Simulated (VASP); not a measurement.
# Te2Mo (P2_1/m) in VASP: further runs, part 2 of 2

VASP 6.6.1. The steps go on from the part before.

## 4. Single point, PBE

Input file INCAR:

```
ALGO = Normal
EDIFF = 1E-7
ENCUT = 520
GGA = PE
ISIF = 2
ISMEAR = 0
LASPH = T
LCHARG = F
LREAL = F
LWAVE = F
NBANDS = 64
NELM = 60
PREC = Accurate
SIGMA = 0.012
```

Input file KPOINTS:

```
k-points
0
Gamma
  4 8 2
```

Input file POSCAR:

```
Te2Mo
1.0
    6.3300000000      0.0000000000      0.0000000000
    0.0000000000      3.4690000000      0.0000000000
   -0.9467947088      0.0000000000     13.8276237937
Te Mo
8 4
Direct
    0.9437000000      0.7500000000      0.6045000000
    0.0563000000      0.2500000000      0.3955000000
    0.9030000000      0.2500000000      0.8514000000
    0.0970000000      0.7500000000      0.1486000000
    0.4112000000      0.7500000000      0.8955000000
    0.5888000000      0.2500000000      0.1045000000
    0.4432000000      0.2500000000      0.6484000000
    0.5568000000      0.7500000000      0.3516000000
    0.8167000000      0.7500000000      0.9926000000
    0.1833000000      0.2500000000      0.0074000000
    0.6819000000      0.2500000000      0.4934000000
    0.3181000000      0.7500000000      0.5066000000
```

Potentials or basis: VASP PAW PBE potentials, release 64 (Te, Mo_sv).

Started as:

```console
$ cat potpaw_PBE.64/Te/POTCAR potpaw_PBE.64/Mo_sv/POTCAR > POTCAR
$ mpirun -np 1 vasp_std > vasp.out
```

OUTCAR:

```text
EDIFF = 1E-7
   ENCUT = 520
   GGA = PE
   ISIF = 2
   ISMEAR = 0
   LASPH = T
   LREAL = F
   NELM = 60
   PREC = Accurate

 ion  position               nearest neighbor table
   1  0.944  0.750  0.605-  11 2.79  11 2.79  12 2.81   2 3.49   2 3.49   7 3.62   7 3.62
   2  0.056  0.250  0.395-  12 2.79  12 2.79  11 2.81   1 3.49   1 3.49   8 3.62   8 3.62
   3  0.903  0.250  0.851-   9 2.70   9 2.70  10 2.70   5 3.65   5 3.65   5 3.67   5 3.67
   4  0.097  0.750  0.149-  10 2.70  10 2.70   9 2.70   6 3.65   6 3.65   6 3.67   6 3.67
   5  0.411  0.750  0.895-  10 2.79  10 2.79   9 2.82   6 3.50   6 3.50   3 3.65   3 3.65   3 3.67
                             3 3.67
   6  0.589  0.250  0.105-   9 2.79   9 2.79  10 2.82   5 3.50   5 3.50   4 3.65   4 3.65   4 3.67
                             4 3.67
   7  0.443  0.250  0.648-  12 2.70  12 2.70  11 2.71   1 3.62   1 3.62
   8  0.557  0.750  0.352-  11 2.70  11 2.70  12 2.71   2 3.62   2 3.62
   9  0.817  0.750  0.993-   3 2.70   3 2.70   4 2.70   6 2.79   6 2.79   5 2.82  10 2.89  10 2.89

  10  0.183  0.250  0.007-   4 2.70   4 2.70   3 2.70   5 2.79   5 2.79   6 2.82   9 2.89   9 2.89

  11  0.682  0.250  0.493-   8 2.70   8 2.70   7 2.71   1 2.79   1 2.79   2 2.81  12 2.90  12 2.90

  12  0.318  0.750  0.507-   7 2.70   7 2.70   8 2.71   2 2.79   2 2.79   1 2.81  11 2.90  11 2.90

  LATTYP: Found a simple monoclinic cell.
 ALAT       =     6.3300000000
 B/A-ratio  =     0.5480252765
 C/A-ratio  =     2.1895734597
 COS(beta)  =    -0.0683113066

  Lattice vectors:

 A1 = (   6.3300000000,   0.0000000000,   0.0000000000)
 A2 = (   0.0000000000,   3.4690000000,   0.0000000000)
 A3 = (  -0.9467947088,   0.0000000000,  13.8276237937)

Analysis of symmetry for initial positions (statically):
=====================================================================
 Subroutine PRICEL returns:
 Original cell was already a primitive cell.

 Routine SETGRP: Setting up the symmetry group for a
 simple monoclinic supercell.

 Subroutine GETGRP returns: Found  4 space group operations
 (whereof  2 operations were pure point group operations)
 out of a pool of  4 trial point group operations.
[... 176 lines left out ...]
  volume of cell :      303.64
 maximum number of plane-waves:      8239
 NGX is ok and might be reduce to    48
   NGX = 23   NGY = 13   NGZ = 51

 number of electron     103.9999999 magnetization

 Free energy of the ion-electron system (eV)
  ---------------------------------------------------
  ext. energy  EPLUGINS =         0.00000000
  ---------------------------------------------------
  free energy    TOTEN  =       -71.78629795 eV

  energy without entropy =      -71.78568607  energy(sigma->0) =      -71.78599201

 E-fermi :   8.2325     XC(G=0): -10.3636

 val. band max:        8.2231356622   @ k =   0.5000   0.0000   0.0000
 cond. band min:       8.2352427660   @ k =   0.0000   0.1250   0.0000
 fundamental gap:      0.0121071038
 Fermi energy:         8.2325450938

 k-point     1 :       0.0000    0.0000    0.0000
  band No.  band energies     occupation
      1     -52.8397      2.00000
      2     -52.8209      2.00000
      3     -52.7827      2.00000
      4     -52.7626      2.00000
      5     -27.0932      2.00000
      6     -27.0799      2.00000
[... 1999 lines left out ...]
     63      10.5446      0.00000
     64      10.5446      0.00000

------------------------ aborting loop because EDIFF is reached ----------------------------------------

  FORCE on cell =-STRESS in cart. coord.  units (eV):
  Direction    XX          YY          ZZ          XY          YZ          ZX
  --------------------------------------------------------------------------------------
  -------------------------------------------------------------------------------------
  Total        5.2760148      4.6775797      4.3833485      0.0000000      0.0000000      0.1784406
  in kB       27.8394738     24.6817652     23.1292215      0.0000000      0.0000000      0.9415617
  external PRESSURE =      25.2168202 kB  Pullay stress =       0.0000000 kB

 VOLUME and BASIS-vectors are now :
 -----------------------------------------------------------------------------
  energy-cutoff  :      520.00
  volume of cell :      303.64
      direct lattice vectors                 reciprocal lattice vectors
     6.330000000  0.000000000  0.000000000     0.157977883  0.000000000  0.010816943
     0.000000000  3.469000000  0.000000000     0.000000000  0.288267512  0.000000000
    -0.946794709  0.000000000 13.827623794     0.000000000  0.000000000  0.072319005

 POSITION                                       TOTAL-FORCE (eV/Angst)
 -----------------------------------------------------------------------------------
      5.40128      2.60175      8.35880         0.073968     -0.000000      0.058649
     -0.01808      0.86725      5.46883        -0.073968     -0.000000     -0.058649
      4.90989      0.86725     11.77284         0.006486     -0.000000     -0.160244
      0.47332      2.60175      2.05478        -0.006486     -0.000000      0.160244
      1.75504      2.60175     12.38264         0.040959      0.000000     -0.016184
      3.62816      0.86725      1.44499        -0.040959     -0.000000      0.016184
      2.19155      0.86725      8.96583        -0.013495     -0.000000      0.118699
      3.19165      2.60175      4.86179         0.013495      0.000000     -0.118699
      4.22992      2.60175     13.72530         0.074016     -0.000000      0.034480
      1.15328      0.86725      0.10232        -0.074016     -0.000000     -0.034480
      3.84928      0.86725      6.82255        -0.138099      0.000000      0.031967
      1.53393      2.60175      7.00507         0.138099     -0.000000     -0.031967
 -----------------------------------------------------------------------------------
    total drift:                               -0.000000      0.000000     -0.000000

  FREE ENERGIE OF THE ION-ELECTRON SYSTEM (eV)
  ---------------------------------------------------
  free  energy   TOTEN  =       -71.7862979532 eV

  energy  without entropy=      -71.7856860653  energy(sigma->0) =      -71.78599201
```

OSZICAR:

```text
N       E                     dE             d eps       ncg     rms          rms(c)
DAV:   1     0.861998596442E+03    0.86200E+03   -0.53359E+04  4440   0.146E+03
DAV:   2    -0.148535548382E+02   -0.87685E+03   -0.85285E+03  4712   0.345E+02
DAV:   3    -0.720382799556E+02   -0.57185E+02   -0.55509E+02  4648   0.748E+01
DAV:   4    -0.741819773741E+02   -0.21437E+01   -0.21213E+01  4808   0.132E+01
[... 12 lines left out ...]
DAV:  17    -0.717863066152E+02   -0.24207E-05   -0.82114E-06  4528   0.100E-02    0.756E-02
DAV:  18    -0.717863002788E+02    0.63364E-05   -0.85555E-06  4936   0.112E-02    0.374E-02
DAV:  19    -0.717862987378E+02    0.15410E-05   -0.23359E-06  4712   0.551E-03    0.143E-02
DAV:  20    -0.717862979995E+02    0.73822E-06   -0.13231E-06  4360   0.377E-03    0.755E-03
DAV:  21    -0.717862979532E+02    0.46319E-07   -0.13532E-07  2440   0.141E-03
   1 F= -.71786298E+02 E0= -.71785992E+02  d E =-.611888E-03
```

stdout:

```text
POSCAR found type information on POSCAR TeMo
 POSCAR found :  2 types and      12 ions
 scaLAPACK will be used
 LDA part: xc-table for (Slater+PW92), standard interpolation
 POSCAR, INCAR and KPOINTS ok, starting setup
 FFT: planning ... GRIDC
 FFT: planning ... GRID_SOFT
 FFT: planning ... GRID
 WAVECAR not read
 entering main loop
```

Wall time 14 min (1 thread of Intel Xeon Platinum 8488C (Sapphire Rapids), shared host); peak memory 0.66 GiB.

What came out:

```yaml
Free_energy: -71.7863 eV
Pressure: 2.5 GPa
Largest_force: 0.160 eV/Å
Band_gap_on_the_k_mesh: none (metal or under the smearing width)
```

Forces in eV/Å, atoms in the order of the input:
```
Te   0.074  0.000  0.059
Te  -0.074  0.000 -0.059
Te   0.006  0.000 -0.160
Te  -0.006  0.000  0.160
Te   0.041  0.000 -0.016
Te  -0.041  0.000  0.016
Te  -0.013  0.000  0.119
Te   0.013  0.000 -0.119
Mo   0.074  0.000  0.034
Mo  -0.074  0.000 -0.034
Mo  -0.138  0.000  0.032
Mo   0.138  0.000 -0.032
```

Levels at points of the mesh, in eV from the Fermi level:
| k point | band 48 | band 49 | band 50 | band 51 | band 52 | band 53 | band 54 | band 55 | band 56 | band 57 |
| --- | --- | --- | --- | --- | --- | --- | --- | --- | --- | --- |
| (0.00, 0.00, 0.00) | -0.49 | -0.42 | -0.11 | 0.10 | 0.12 | 0.44 | 0.69 | 0.91 | 1.00 | 1.12 |
| (0.50, 0.00, 0.00) | -0.89 | -0.87 | -0.83 | -0.65 | -0.55 | -0.07 | -0.01 | 0.90 | 0.92 | 1.45 |
| (0.00, 0.50, 0.00) | -1.72 | -1.51 | -1.51 | -1.46 | -1.46 | 1.03 | 1.03 | 1.17 | 1.17 | 1.25 |
| (0.50, 0.50, 0.00) | -1.80 | -1.06 | -1.06 | -0.97 | -0.97 | 1.02 | 1.02 | 1.08 | 1.08 | 1.75 |
| (0.00, 0.00, 0.50) | -0.64 | -0.06 | -0.02 | -0.01 | -0.01 | 0.46 | 0.57 | 0.93 | 0.98 | 1.49 |
| (0.50, 0.00, 0.50) | -0.89 | -0.87 | -0.82 | -0.64 | -0.40 | -0.02 | 0.03 | 0.86 | 0.95 | 1.36 |
| (0.00, 0.50, 0.50) | -1.75 | -1.55 | -1.55 | -1.47 | -1.47 | 1.02 | 1.02 | 1.16 | 1.16 | 1.28 |
| (0.50, 0.50, 0.50) | -1.80 | -1.05 | -1.05 | -0.97 | -0.97 | 1.03 | 1.03 | 1.05 | 1.05 | 1.65 |

The run has no spin-orbit coupling, so splittings on Te are missing.

## 5. Single point, PBE

Input file INCAR:

```
SYSTEM = Te2Mo
ALGO = Normal ; EDIFF = 1E-6
ENCUT = 520 ; GGA = PE
ISIF = 2 ; ISMEAR = 0
LASPH = .TRUE. ; LCHARG = .FALSE.
LREAL = .FALSE. ; LWAVE = .FALSE.
NBANDS = 64 ; NELM = 100
PREC = Accurate ; SIGMA = 0.011
```

Input file KPOINTS:

```
k-points
0
G
  4 8 2
  0 0 0
```

POSCAR is that of step 4.

Started as:

```console
$ cat potpaw_PBE.64/Te/POTCAR potpaw_PBE.64/Mo_sv/POTCAR > POTCAR
$ mpirun -np 1 vasp_std > vasp.out
```

It took 15 min on 1 thread of Intel Xeon Platinum 8488C (Sapphire Rapids), shared host; peak memory 0.64 GiB.

It converged, with:

* Free energy: -71.7862 eV
* Pressure: 2.5 GPa
* Largest force: 0.161 eV/Å
* Band gap on the k mesh: none (metal or under the smearing width)

Forces in eV/Å, atoms in the order of the input:
```
Te   0.074  0.000  0.058
Te  -0.074  0.000 -0.058
Te   0.007  0.000 -0.160
Te  -0.007  0.000  0.160
Te   0.040  0.000 -0.015
Te  -0.040  0.000  0.015
Te  -0.013  0.000  0.119
Te   0.013  0.000 -0.119
Mo   0.073  0.000  0.036
Mo  -0.073  0.000 -0.036
Mo  -0.138  0.000  0.033
Mo   0.138  0.000 -0.033
```

Stress tensor (GPa, compression positive):
```
2.78 0.00 0.09
0.00 2.47 0.00
0.09 0.00 2.31
```

Levels at points of the mesh, in eV from the Fermi level:
```
           k point  band 48  band 49  band 50  band 51  band 52  band 53  band 54  band 55  band 56  band 57
(0.00, 0.00, 0.00)    -0.49    -0.42    -0.11     0.10     0.12     0.44     0.69     0.91     1.00     1.12
(0.50, 0.00, 0.00)    -0.89    -0.87    -0.83    -0.65    -0.55    -0.07    -0.01     0.90     0.92     1.45
(0.00, 0.50, 0.00)    -1.72    -1.51    -1.51    -1.46    -1.46     1.03     1.03     1.17     1.17     1.25
(0.50, 0.50, 0.00)    -1.80    -1.06    -1.06    -0.97    -0.97     1.02     1.02     1.08     1.08     1.75
(0.00, 0.00, 0.50)    -0.64    -0.06    -0.02    -0.01    -0.01     0.46     0.57     0.93     0.98     1.49
(0.50, 0.00, 0.50)    -0.89    -0.87    -0.82    -0.64    -0.40    -0.02     0.03     0.86     0.95     1.36
(0.00, 0.50, 0.50)    -1.75    -1.55    -1.55    -1.47    -1.47     1.02     1.02     1.16     1.16     1.28
(0.50, 0.50, 0.50)    -1.80    -1.05    -1.05    -0.97    -0.97     1.03     1.03     1.05     1.05     1.65
```

The run has no spin-orbit coupling, so splittings on Te are missing.

## 6. Single point, PBE

Input file INCAR:

```
SYSTEM = Te2Mo
ALGO = Normal
EDIFF = 1E-7
ENCUT = 520
GGA = PE
ISIF = 2
ISMEAR = 0
LASPH = .TRUE.
LCHARG = .FALSE.
LREAL = .FALSE.
LWAVE = .FALSE.
NBANDS = 64
NELM = 80
PREC = Accurate
SIGMA = 0.014
```

KPOINTS is that of step 5.

POSCAR is that of step 5.

Potentials or basis: VASP PAW PBE potentials, release 64 (Te, Mo_sv).

Started as:

```console
$ cat potpaw_PBE.64/Te/POTCAR potpaw_PBE.64/Mo_sv/POTCAR > POTCAR
$ mpirun -np 1 vasp_std > vasp.out
```

Wall time 14 min (1 thread of Intel Xeon Platinum 8488C (Sapphire Rapids), shared host); peak memory 0.65 GiB.

The run converged. Its results:

```
Free energy            : -71.7864 eV
Pressure               : 2.5 GPa
Largest force          : 0.160 eV/Å
Band gap on the k mesh : none (metal or under the smearing width)
```

Forces in eV/Å, atoms in the order of the input:
```
Te   0.075  0.000  0.060
Te  -0.075  0.000 -0.060
Te   0.005  0.000 -0.160
Te  -0.005  0.000  0.160
Te   0.042  0.000 -0.019
Te  -0.042  0.000  0.019
Te  -0.014  0.000  0.119
Te   0.014  0.000 -0.119
Mo   0.076  0.000  0.032
Mo  -0.076  0.000 -0.032
Mo  -0.139  0.000  0.031
Mo   0.139  0.000 -0.031
```

Stress tensor (GPa, compression positive):
```
2.79 0.00 0.09
0.00 2.46 0.00
0.09 0.00 2.32
```

Levels at points of the mesh, in eV from the Fermi level:
| k point | band 48 | band 49 | band 50 | band 51 | band 52 | band 53 | band 54 | band 55 | band 56 | band 57 |
| --- | --- | --- | --- | --- | --- | --- | --- | --- | --- | --- |
| (0.00, 0.00, 0.00) | -0.49 | -0.42 | -0.11 | 0.10 | 0.12 | 0.44 | 0.69 | 0.91 | 1.00 | 1.12 |
| (0.50, 0.00, 0.00) | -0.89 | -0.87 | -0.83 | -0.65 | -0.55 | -0.07 | -0.01 | 0.90 | 0.92 | 1.45 |
| (0.00, 0.50, 0.00) | -1.72 | -1.51 | -1.51 | -1.45 | -1.45 | 1.03 | 1.03 | 1.17 | 1.17 | 1.25 |
| (0.50, 0.50, 0.00) | -1.80 | -1.06 | -1.06 | -0.97 | -0.97 | 1.02 | 1.02 | 1.08 | 1.08 | 1.75 |
| (0.00, 0.00, 0.50) | -0.64 | -0.06 | -0.02 | -0.01 | -0.01 | 0.46 | 0.56 | 0.93 | 0.98 | 1.49 |
| (0.50, 0.00, 0.50) | -0.89 | -0.87 | -0.82 | -0.64 | -0.40 | -0.02 | 0.03 | 0.86 | 0.95 | 1.36 |
| (0.00, 0.50, 0.50) | -1.75 | -1.55 | -1.55 | -1.47 | -1.47 | 1.02 | 1.02 | 1.16 | 1.16 | 1.28 |
| (0.50, 0.50, 0.50) | -1.80 | -1.05 | -1.05 | -0.97 | -0.97 | 1.03 | 1.03 | 1.05 | 1.05 | 1.65 |

## 7. Summary

```tsv
smearing	gap on the mesh (eV)	pressure (GPa)	largest force (eV/Å)
gaussian 0.015 eV	none	2.5	0.16
gaussian 0.011 eV	none	2.5	0.16
gaussian 0.012 eV	none	2.5	0.16
gaussian 0.014 eV	none	2.5	0.16
```

Alike in all rows: task single point; level PBE; potentials or basis VASP PAW PBE potentials, release 64 (Te, Mo_sv); no spin polarisation; cell as given; k mesh 4 × 8 × 2; cutoff (eV) 520.

Every run on the cell as given and a fine mesh finds a metal.

Total energies depend on the potentials used, so only differences within one code and one set of settings carry meaning.
